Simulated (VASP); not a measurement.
# C₃H₂O: harmonic vibrations of a molecule

C₃H₂O, molecule in box, 6 atoms in the cell. PBE, harmonic vibrations; PAW potentials C, O, H (PBE set).

## Input

INCAR.step1:
```
ALGO = Normal ; EDIFF = 1E-8
EDIFFG = -0.002 ; ENCUT = 400
IBRION = 2 ; ISIF = 2
ISMEAR = 0 ; ISYM = 0
LASPH = True ; LCHARG = False
LREAL = False ; LWAVE = False
NELM = 100 ; NSW = 60
POTIM = 0.5 ; PREC = Accurate
SIGMA = 0.01
```

INCAR.step2, as INCAR.step1 but for:
```
- EDIFFG = -0.002
- IBRION = 2
- ISIF = 2
- NSW = 60
- POTIM = 0.5
+ IBRION = 5
+ NFREE = 2
+ NSW = 1
+ POTIM = 0.015
```

KPOINTS:
```
k-points
0
Gamma
  1 1 1
```

POSCAR.step1:
```
H2C3O
1.0
   11.0000000000      0.0000000000      0.0000000000
    0.0000000000     13.0000000000      0.0000000000
    0.0000000000      0.0000000000     13.0000000000
C O H
3 1 2
Direct
    0.4434136400      0.5840807700      0.4386115400
    0.4675863600      0.5177192300      0.4996269200
    0.5011318200      0.4407576900      0.5744730800
    0.4473227300      0.3611423100      0.5863961500
    0.4205772700      0.6420884600      0.3840192300
    0.5817863600      0.4606961500      0.6212115400
```

Commands (each step's output is kept before the next begins):
```
cat potpaw_PBE.64/C/POTCAR potpaw_PBE.64/O/POTCAR potpaw_PBE.64/H/POTCAR > POTCAR
cp INCAR.step1 INCAR
cp POSCAR.step1 POSCAR
mpirun -np 4 vasp_gam > vasp.out
cp CONTCAR POSCAR
cp INCAR.step2 INCAR
mpirun -np 4 vasp_gam > vasp.out
```

## Result

- Vibrations (cm⁻¹; a negative value is imaginary): 3386, 2856, 2130, 1679, 1363, 963, 941, 698, 638, 609, 255, 196
- Zero-point energy (eV): 0.974
- Translations and rotations, which should read zero (cm⁻¹): -20, -9, -1, 2, 12, 22
- Vibrational entropy at 298 K (meV/K): 0.228
- Displaced cells: 36
- Ionic steps, all stages: 88
- Electronic steps, all stages: 1230

VASP 6.6.1 took 1614 s on 4 cores (Intel Xeon Platinum 8259CL @ 2.50GHz (Skylake/Cascade Lake)), a shared host.
